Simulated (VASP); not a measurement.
# InP (F-43m) in VASP: notebook

Aim: see how the results for InP move with the level of theory and the settings. Levels: revPBE+D4, BLYP+D3(BJ). Tasks: single point, relaxation of cell and atoms.

All numbers are computed with VASP 6.6.1; they aren't measurements. Logs are shortened: lines on timing, memory, paths and dates and some standing lists are left out, and cuts for length are marked.

**Measured values to compare with.**

From a printed reference work, data compilation, for a bulk crystal of InP at 1.6 K: band gap 1.4236 eV (direct).

The runs below are set against these values where they give the same quantity.

## (1) The cell of the first run

The structure is cubic, space group F-43m (No. 216). Conventional cell: a = 5.883 Å, b = 5.883 Å, c = 5.883 Å, α = 90.00°, β = 90.00°, γ = 90.00°. Within 3.4 Å of In (site symmetry -43m) lie 4 P at 2.55 Å. P (site symmetry -43m) has 4 In at 2.55 Å within 3.4 Å.

## (2) Single point, revPBE+D4

File INCAR:

```
  PREC = Accurate
  ENCUT = 520
  EDIFF = 1E-7
  ISMEAR = -1
  SIGMA = 0.05
  LREAL = F
  LASPH = T
  NELM = 80
  ALGO = Normal
  ISIF = 2
  LWAVE = F
  LCHARG = F
  GGA = RE
  IVDW = 13
  NBANDS = 16
```

File KPOINTS:

```
regular mesh
0
Gamma
  8 8 8
```

File POSCAR:

```
InP
1.0
    0.0000000000      2.9413599700      2.9413599700
    2.9413599700      0.0000000000      2.9413599700
    2.9413599700      2.9413599700      0.0000000000
In P
1 1
Direct
    0.0000000000      0.0000000000      0.0000000000
    0.7500000000      0.7500000000      0.7500000000
```

Potentials or basis: VASP PAW PBE potentials, release 64 (In_d, P).

On the command line:

```console
$ cat potpaw_PBE.64/In_d/POTCAR potpaw_PBE.64/P/POTCAR > POTCAR
$ mpirun -np 1 vasp_std > vasp.out
```

OUTCAR:

```text
PREC = Accurate
   ENCUT = 520
   EDIFF = 1E-7
   ISMEAR = -1
   LREAL = F
   LASPH = T
   NELM = 80
   ISIF = 2
   GGA = RE
   IVDW = 13

 ion  position               nearest neighbor table
   1  0.000  0.000  0.000-   2 2.55   2 2.55   2 2.55   2 2.55
   2  0.750  0.750  0.750-   1 2.55   1 2.55   1 2.55   1 2.55

  LATTYP: Found a face centered cubic cell.
 ALAT       =     5.8827199400

  Lattice vectors:

 A1 = (   0.0000000000,   2.9413599700,   2.9413599700)
 A2 = (   2.9413599700,   0.0000000000,   2.9413599700)
 A3 = (   2.9413599700,   2.9413599700,   0.0000000000)

Analysis of symmetry for initial positions (statically):
=====================================================================
 Subroutine PRICEL returns:
 Original cell was already a primitive cell.

 Routine SETGRP: Setting up the symmetry group for a
 face centered cubic supercell.

 Subroutine GETGRP returns: Found 24 space group operations
 (whereof 24 operations were pure point group operations)
 out of a pool of 48 trial point group operations.

The static configuration has the point symmetry T_d .

Analysis of symmetry for dynamics (positions and initial velocities):
=====================================================================
 Subroutine PRICEL returns:
 Original cell was already a primitive cell.

 Routine SETGRP: Setting up the symmetry group for a
 face centered cubic supercell.

 Subroutine GETGRP returns: Found 24 space group operations
 (whereof 24 operations were pure point group operations)
 out of a pool of 48 trial point group operations.

The dynamic configuration has the point symmetry T_d .

 Subroutine INISYM returns: Found 24 space group operations
 (whereof 24 operations are pure point group operations),
 and found     1 'primitive' translations

----------------------------------------------------------------------------------------

                                     Primitive cell

  volume of cell :      50.8949

  direct lattice vectors                    reciprocal lattice vectors
     0.000000000  2.941359970  2.941359970    -0.169989394  0.169989394  0.169989394
     2.941359970  0.000000000  2.941359970     0.169989394 -0.169989394  0.169989394
     2.941359970  2.941359970  0.000000000     0.169989394  0.169989394 -0.169989394

  length of vectors
     4.159711161  4.159711161  4.159711161     0.294430268  0.294430268  0.294430268

  position of ions in fractional coordinates (direct lattice)
     0.000000000  0.000000000  0.000000000
     0.750000000  0.750000000  0.750000000

  ion indices of the primitive-cell ions
   primitive index   ion index
                 1           1
                 2           2

----------------------------------------------------------------------------------------

 KPOINTS: regular mesh

Automatic generation of k-mesh.
 Grid dimensions read from file:
 generate k-points for:    8    8    8

 Generating k-lattice:

  Cartesian coordinates                     Fractional coordinates (reciprocal lattice)
    -0.021248674  0.021248674  0.021248674     0.125000000  0.000000000  0.000000000
     0.021248674 -0.021248674  0.021248674     0.000000000  0.125000000  0.000000000
     0.021248674  0.021248674 -0.021248674     0.000000000  0.000000000  0.125000000

  Length of vectors
     0.036803783  0.036803783  0.036803783

  Shift w.r.t. Gamma in fractional coordinates (k-lattice)
     0.000000000  0.000000000  0.000000000

 Subroutine IBZKPT returns following result:
 ===========================================

 Found     29 irreducible k-points:

 Following reciprocal coordinates:
            Coordinates               Weight
  0.000000  0.000000  0.000000      1.000000
  0.125000  0.000000  0.000000      8.000000
  0.250000  0.000000  0.000000      8.000000
  0.375000  0.000000  0.000000      8.000000
  0.500000  0.000000  0.000000      4.000000
  0.125000  0.125000  0.000000      6.000000
[... 16 lines left out ...]
  0.500000  0.250000  0.125000     48.000000
 -0.375000  0.250000  0.125000     24.000000
 [... further k-points ...]
   k-points           NKPTS =     29   k-points in BZ     NKDIM =     29   number of bands    NBANDS=     16
   number of dos      NEDOS =    301   number of ions     NIONS =      2
   total plane-waves  NPLWV =  32768
   dimension x,y,z NGX =    32 NGY =   32 NGZ =   32
   dimension x,y,z NGXF=    64 NGYF=   64 NGZF=   64
   ions per type =               1   1
   NGX,Y,Z   is equivalent  to a cutoff of  12.79, 12.79, 12.79 a.u.
   NGXF,Y,Z  is equivalent  to a cutoff of  25.58, 25.58, 25.58 a.u.
 SYSTEM =  unknown system
   PREC   = accura    normal or accurate (medium, high low for compatibility)
   ISTART =      0    job   : 0-new  1-cont  2-samecut
   ICHARG =      2    charge: 1-file 2-atom 10-const
   ISPIN  =      1    spin polarized calculation?
   LNONCOLLINEAR =      F non collinear calculations
   LSORBIT =      F    spin-orbit coupling
   LASPH  =      T    aspherical Exc in radial PAW
   ENCUT  =  520.0 eV  38.22 Ry    6.18 a.u.   7.73  7.73  7.73*2*pi/ulx,y,z
   NELM   =     80;   NELMIN=  2; NELMDL= -5     # of ELM steps
   EDIFF  = 0.1E-06   stopping-criterion for ELM
   LREAL  =      F    real-space projection
   EDIFFG = 0.1E-05   stopping-criterion for IOM
   NSW    =      0    number of steps for IOM
   IBRION =     -1    ionic relax: 0-MD 1-quasi-New 2-CG
   NFREE  =      0    steps in history (QN), initial steepest desc. (CG)
   ISIF   =      2    stress and relaxation
   ISYM   =      2    0-nonsym 1-usesym 2-fastsym
   POTIM  = 0.5000    time-step for ionic-motion
   TEBEG  =    0.0;   TEEND  =   0.0 temperature during run
   PSTRESS=    0.0 pullay stress
   NELECT =      18.0000    total number of electrons
   NUPDOWN=      -1.0000    fix difference up-down
   EMIN   =  10.00;   EMAX   =-10.00  energy-range for DOS
   EFERMI =   0.00;   METHOD = LEGACY
   ISMEAR =    -1;   SIGMA  =   0.05  broadening in eV -4-tet -1-fermi 0-gaus
   EFERMI_NEDOS =   21; number of points for ismear=-14 and -15
   IALGO  =     38    algorithm
   IMIX   =      4    mixing-type and parameters
     AMIX     =   0.40;   BMIX     =  1.00
     AMIX_MAG =   1.60;   BMIX_MAG =  1.00
  volume/ion in A,a.u.               =      25.45       171.73
  Fermi-wavevector in a.u.,A,eV,Ry     =   1.157731  2.187793 18.236433  1.340340
  Thomas-Fermi vector in A             =   2.294339
   LORBIT       =      0    0 simple, 1 ext, 2 COOP (PROOUT), +10 PAW based schemes
   GGA     = RE    functional components
   LHFCALC =     F    Hartree Fock is set to
   AEXX    =    0.0000 exact exchange contribution
   IVDW    =    13    specifies the selected vdW correction
   LEPSILON=     F    determine dielectric tensor
   LRPA    =     F    only Hartree local field effects (RPA)
 non-spin polarized calculation
  energy-cutoff  :      520.00
  volume of cell :       50.89
 maximum number of plane-waves:      1387
   NGX = 15   NGY = 15   NGZ = 15

 number of electron      18.0000007 magnetization

 Free energy of the ion-electron system (eV)
  ---------------------------------------------------
  ext. energy  EPLUGINS =         0.00000000
  ---------------------------------------------------
  free energy    TOTEN  =        -7.80594629 eV

  energy without entropy =       -7.80594267  energy(sigma->0) =       -7.80594448

 E-fermi :   5.5478     XC(G=0):  -9.1076

 val. band max:        5.1418492965   @ k =   0.0000   0.0000   0.0000
 cond. band min:       5.8903584584   @ k =   0.0000   0.0000   0.0000
 fundamental gap:      0.7485091618
 Fermi energy:         5.5477739505

 k-point     1 :       0.0000    0.0000    0.0000
  band No.  band energies     occupation
      1      -9.0350      2.00000
      2      -9.0350      2.00000
      3      -9.0350      2.00000
      4      -8.8898      2.00000
      5      -8.8898      2.00000
      6      -6.2765      2.00000
[... 8 lines left out ...]
     15      14.5517      0.00000
     16      14.5517      0.00000

 k-point     2 :       0.1250    0.0000    0.0000
  band No.  band energies     occupation
      1      -9.0528      2.00000
      2      -9.0279      2.00000
      3      -9.0279      2.00000
      4      -8.8897      2.00000
      5      -8.8897      2.00000
      6      -6.1018      2.00000
[... 8 lines left out ...]
     15      13.9500      0.00000
     16      14.5972      0.00000

 k-point     3 :       0.2500    0.0000    0.0000
  band No.  band energies     occupation
      1      -9.0937      2.00000
      2      -9.0127      2.00000
      3      -9.0127      2.00000
      4      -8.8872      2.00000
      5      -8.8872      2.00000
      6      -5.6142      2.00000
[... 8 lines left out ...]
     15      13.7368      0.00000
     16      14.4000      0.00000

 k-point     4 :       0.3750    0.0000    0.0000
  band No.  band energies     occupation
      1      -9.1322      2.00000
      2      -9.0012      2.00000
      3      -9.0012      2.00000
      4      -8.8806      2.00000
      5      -8.8806      2.00000
      6      -4.9646      2.00000
[... 8 lines left out ...]
     15      14.6516      0.00000
     16      14.6516      0.00000
[... 324 lines left out ...]
 k-point    22 :       0.3750    0.2500    0.1250
  band No.  band energies     occupation
      1      -9.1303      2.00000
      2      -8.9941      2.00000
      3      -8.9880      2.00000
      4      -8.9041      2.00000
      5      -8.8752      2.00000
      6      -5.2093      2.00000
[... 8 lines left out ...]
     15      15.3093      0.00000
     16      16.8452      0.00000

 k-point    23 :       0.5000    0.2500    0.1250
  band No.  band energies     occupation
      1      -9.1531      2.00000
      2      -8.9888      2.00000
      3      -8.9741      2.00000
      4      -8.9003      2.00000
      5      -8.8748      2.00000
      6      -4.6154      2.00000
[... 8 lines left out ...]
     15      16.0104      0.00000
     16      16.5373      0.00000

 k-point    24 :      -0.3750    0.2500    0.1250
  band No.  band energies     occupation
      1      -9.1615      2.00000
      2      -8.9882      2.00000
      3      -8.9693      2.00000
      4      -8.8945      2.00000
      5      -8.8771      2.00000
      6      -4.2875      2.00000
[... 8 lines left out ...]
     15      15.8853      0.00000
     16      16.4498      0.00000

 [... further k-points ...]

------------------------ aborting loop because EDIFF is reached ----------------------------------------

  DFT-D4 for vdW energy calculation

  Edisp (eV):   -1.06118

  FORCE on cell =-STRESS in cart. coord.  units (eV):
  Direction    XX          YY          ZZ          XY          YZ          ZX
  --------------------------------------------------------------------------------------
  -------------------------------------------------------------------------------------
  Total      -0.01868    -0.01868    -0.01868    -0.00000    -0.00000    -0.00000
  in kB      -0.58812    -0.58812    -0.58812    -0.00000    -0.00000    -0.00000
  external pressure =       -0.59 kB  Pullay stress =        0.00 kB

 VOLUME and BASIS-vectors are now :
 -----------------------------------------------------------------------------
  energy-cutoff  :      520.00
  volume of cell :       50.89
      direct lattice vectors                 reciprocal lattice vectors
     0.000000000  2.941359970  2.941359970    -0.169989394  0.169989394  0.169989394
     2.941359970  0.000000000  2.941359970     0.169989394 -0.169989394  0.169989394
     2.941359970  2.941359970  0.000000000     0.169989394  0.169989394 -0.169989394

 POSITION                                       TOTAL-FORCE (eV/Angst)
 -----------------------------------------------------------------------------------
      0.00000      0.00000      0.00000         0.000000      0.000000      0.000000
      4.41204      4.41204      4.41204        -0.000000     -0.000000     -0.000000
 -----------------------------------------------------------------------------------
    total drift:                                0.000000      0.000000      0.000000

  FREE ENERGIE OF THE ION-ELECTRON SYSTEM (eV)
  ---------------------------------------------------
  free  energy   TOTEN  =        -8.8671274047 eV

  energy  without entropy=       -8.8671237802  energy(sigma->0) =       -8.86712559
```

It took 14 s on 1 thread of Intel Xeon 6975P-C, shared host; peak memory 0.18 GiB.

What came out:

- Free energy: -8.8671 eV
- Pressure: -0.1 GPa
- Band gap on the k mesh: 0.75 eV, direct
- Dispersion energy per atom: -0.531 eV

Levels at points of the mesh, in eV from the valence-band top:
| k point | band 5 | band 6 | band 7 | band 8 | band 9 | band 10 | band 11 | band 12 | band 13 | band 14 |
| --- | --- | --- | --- | --- | --- | --- | --- | --- | --- | --- |
| (0.00, 0.00, 0.00) | -14.03 | -11.42 | 0.00 | 0.00 | 0.00 | 0.75 | 4.12 | 4.12 | 4.12 | 8.70 |
| (0.50, 0.00, 0.00) | -14.02 | -9.74 | -5.63 | -0.95 | -0.95 | 1.55 | 4.84 | 4.84 | 7.20 | 9.56 |
| (0.50, 0.50, 0.00) | -14.00 | -9.10 | -5.67 | -2.27 | -2.27 | 1.87 | 2.33 | 9.25 | 9.57 | 9.57 |

Caveat: the PAW data sets were made with another functional, which shifts forces and pressure a little; spin-orbit coupling is left out, which moves the levels of the heavy elements.

## (3) Single point, BLYP+D3(BJ)

This run uses another cell than the first one, of 25.78 Å³/atom, 1.013 times its volume.

File INCAR:

```
PREC     = Accurate       # precision mode
ENCUT    = 520            # plane-wave cutoff, eV
EDIFF    = 1E-7           # SCF threshold, eV
ISMEAR   = -1             # smearing method
SIGMA    = 0.05           # smearing width, eV
LREAL    = F              # projectors in reciprocal space
LASPH    = T              # aspherical terms in the spheres
NELM     = 60             # most SCF steps
ALGO     = Normal         # electronic algorithm
ISIF     = 2              # what is computed and relaxed
LWAVE    = F              # write WAVECAR
LCHARG   = F              # write CHGCAR
GGA      = B5             # functional
ALDAX    = 1.0          
AGGAX    = 1.0          
AGGAC    = 1.0          
ALDAC    = 0.0          
IVDW     = 12             # dispersion correction
VDW_S6   = 1.0          
VDW_S8   = 2.6996       
VDW_A1   = 0.4298       
VDW_A2   = 4.2359       
NBANDS   = 16             # bands
```

File KPOINTS:

```
Automatic mesh
0
Gamma
  8 8 8
```

File POSCAR:

```
InP
1.0
    0.0000000000      2.9542041887      2.9542041887
    2.9542041887      0.0000000000      2.9542041887
    2.9542041887      2.9542041887      0.0000000000
In P
1 1
Direct
    0.0000000000      0.0000000000      0.0000000000
    0.7500000000      0.7500000000      0.7500000000
```

Potentials or basis: VASP PAW PBE potentials, release 64 (In_d, P).

On the command line:

```console
$ cat potpaw_PBE.64/In_d/POTCAR potpaw_PBE.64/P/POTCAR > POTCAR
$ mpirun -np 1 vasp_std > vasp.out
```

OUTCAR:

```text
PREC = Accurate
   ENCUT = 520
   EDIFF = 1E-7
   ISMEAR = -1
   LREAL = F
   LASPH = T
   NELM = 60
   ISIF = 2
   GGA = B5
   IVDW = 12
 IVDW          = 12

 ion  position               nearest neighbor table
   1  0.000  0.000  0.000-   2 2.56   2 2.56   2 2.56   2 2.56
   2  0.750  0.750  0.750-   1 2.56   1 2.56   1 2.56   1 2.56

  LATTYP: Found a face centered cubic cell.
 ALAT       =     5.9084083774

  Lattice vectors:

 A1 = (   0.0000000000,   2.9542041887,   2.9542041887)
[... 641 lines left out ...]
------------------------ aborting loop because EDIFF is reached ----------------------------------------

 Edisp (eV)   -1.39223

 E8    (eV) :    -1.0310

  FORCE on cell =-STRESS in cart. coord.  units (eV):
  Direction    XX          YY          ZZ          XY          YZ          ZX
  --------------------------------------------------------------------------------------
  -------------------------------------------------------------------------------------
  Total       0.00667     0.00667     0.00667    -0.00000     0.00000     0.00000
  in kB       0.20725     0.20725     0.20725    -0.00000     0.00000     0.00000
  external pressure =        0.21 kB  Pullay stress =        0.00 kB

 VOLUME and BASIS-vectors are now :
 -----------------------------------------------------------------------------
  energy-cutoff  :      520.00
  volume of cell :       51.56
      direct lattice vectors                 reciprocal lattice vectors
     0.000000000  2.954204189  2.954204189    -0.169250319  0.169250319  0.169250319
     2.954204189  0.000000000  2.954204189     0.169250319 -0.169250319  0.169250319
     2.954204189  2.954204189  0.000000000     0.169250319  0.169250319 -0.169250319

 POSITION                                       TOTAL-FORCE (eV/Angst)
 -----------------------------------------------------------------------------------
      0.00000      0.00000      0.00000        -0.000000      0.000000      0.000000
      4.43131      4.43131      4.43131         0.000000     -0.000000     -0.000000
 -----------------------------------------------------------------------------------
    total drift:                                0.000000      0.000000      0.000000

  FREE ENERGIE OF THE ION-ELECTRON SYSTEM (eV)
  ---------------------------------------------------
  free  energy   TOTEN  =        -8.4932758577 eV

  energy  without entropy=       -8.4932418077  energy(sigma->0) =       -8.49325883
```

OSZICAR:

```text
N       E                     dE             d eps       ncg     rms          rms(c)
DAV:   1     0.114221837633E+03    0.11422E+03   -0.83270E+03   928   0.124E+03
DAV:   2     0.232715202808E+00   -0.11399E+03   -0.10892E+03  1056   0.300E+02
DAV:   3    -0.741263906736E+01   -0.76454E+01   -0.76106E+01  1192   0.765E+01
DAV:   4    -0.762432710567E+01   -0.21169E+00   -0.21162E+00  1200   0.136E+01
DAV:   5    -0.763509363777E+01   -0.10767E-01   -0.10766E-01  1368   0.263E+00    0.522E+00
DAV:   6    -0.712570676160E+01    0.50939E+00   -0.88732E-01  1504   0.151E+01    0.294E+00
DAV:   7    -0.710083723572E+01    0.24870E-01   -0.18859E-01  1304   0.320E+00    0.116E+00
DAV:   8    -0.710060858990E+01    0.22865E-03   -0.15576E-02  1136   0.147E+00    0.363E-01
DAV:   9    -0.710097903366E+01   -0.37044E-03   -0.17381E-03  1280   0.525E-01    0.214E-01
DAV:  10    -0.710102723473E+01   -0.48201E-04   -0.18528E-04  1392   0.119E-01    0.119E-01
DAV:  11    -0.710104813521E+01   -0.20900E-04   -0.64338E-05  1096   0.978E-02    0.834E-02
DAV:  12    -0.710104967326E+01   -0.15381E-05   -0.10091E-05  1064   0.286E-02    0.126E-02
DAV:  13    -0.710104966296E+01    0.10297E-07   -0.70357E-07  1288   0.440E-03
   1 F= -.84932759E+01 E0= -.84932588E+01  d E =-.340500E-04
```

stdout:

```text
POSCAR found type information on POSCAR InP
 POSCAR found :  2 types and       2 ions
 scaLAPACK will be used
 -----------------------------------------------------------------------------
|                                                                             |
|                                                                             |
|     You enforced a specific xc type in the INCAR file but a different       |
|     I HOPE YOU KNOW WHAT YOU ARE DOING!                                     |
|                                                                             |
 -----------------------------------------------------------------------------

 LDA part: xc-table for (Slater(with rela. corr.)+VWN5), standard interpolation
 POSCAR, INCAR and KPOINTS ok, starting setup
 FFT: planning ... GRIDC
 FFT: planning ... GRID_SOFT
 FFT: planning ... GRID
 WAVECAR not read
 entering main loop
```

Wall time 21 s (1 thread of Intel Xeon 6975P-C, shared host); peak memory 0.19 GiB.

What came out:

```
Free energy                : -8.4933 eV
Pressure                   : 0.0 GPa
Band gap on the k mesh     : 0.49 eV, direct
Dispersion energy per atom : -0.696 eV
```

Levels at points of the mesh, in eV from the valence-band top:
```tsv
k point	band 5	band 6	band 7	band 8	band 9	band 10	band 11	band 12	band 13	band 14
(0.00, 0.00, 0.00)	-14.04	-11.35	0.00	0.00	0.00	0.49	4.11	4.11	4.11	8.66
(0.50, 0.00, 0.00)	-14.03	-9.73	-5.59	-0.93	-0.93	1.43	4.87	4.87	7.18	9.49
(0.50, 0.50, 0.00)	-14.01	-9.11	-5.66	-2.22	-2.22	1.93	2.34	9.08	9.38	9.38
```

Caveat: the PAW data sets were made with another functional, which shifts forces and pressure a little; spin-orbit coupling is left out, which moves the levels of the heavy elements.

[end of part 1 of 2]
